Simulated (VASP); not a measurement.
The system is BAs.

```xyz
2
Lattice="2.9344 0.0000 0.0000 0.0000 2.9344 0.0000 0.0000 0.0000 2.9344" Properties=species:S:1:pos:R:3 pbc="T T T"
B     1.4672    1.4672    1.4672
As    0.0000    0.0000    0.0000
```

The cell was built by a generator and needn't be a form met in nature.

| Property | Result |
| --- | --- |
| Program | VASP 6.6.1 |
| Task | relaxation of cell and atoms |
| Functional | AM05 |
| Potentials or basis | VASP PAW PBE potentials, release 64 (B, As) |
| Cutoff | 600 eV |
| k mesh | 9 × 9 × 9 |
| Occupations | fermi-dirac, width 0.05 eV |
| Spin | no spin polarisation |

At the start: pressure -5.2 GPa; volume 12.63 Å³/atom.

**Question.** Where does the relaxation end?

**Answer.** Over 3 steps the energy falls by 10.2 meV/atom and the volume is 12.03 Å³/atom (-4.7 %); space group Pm-3m (No. 221, to 0.05 Å).

Step by step:
```
step  energy change (eV)  largest force (eV/Å)  pressure (GPa)  volume (Å³)
   1              0.0000                0.0000           -5.19        25.27
   2             -0.0193                0.0000            1.43        23.80
   3             -0.0205                0.0000            0.02        24.07
```

Final structure:
```cif
data_structure
_symmetry_space_group_name_H-M 'P 1'
_symmetry_Int_Tables_number 1
_cell_length_a 2.8872
_cell_length_b 2.8872
_cell_length_c 2.8872
_cell_angle_alpha 90.000
_cell_angle_beta 90.000
_cell_angle_gamma 90.000
_cell_volume 24.07
loop_
_atom_site_label
_atom_site_type_symbol
_atom_site_fract_x
_atom_site_fract_y
_atom_site_fract_z
_atom_site_occupancy
B1 B 0.50000 0.50000 0.50000 1
As1 As 0.00000 0.00000 0.00000 1
```

Caveat: the PAW data sets were made with another functional, which shifts forces and pressure a little.
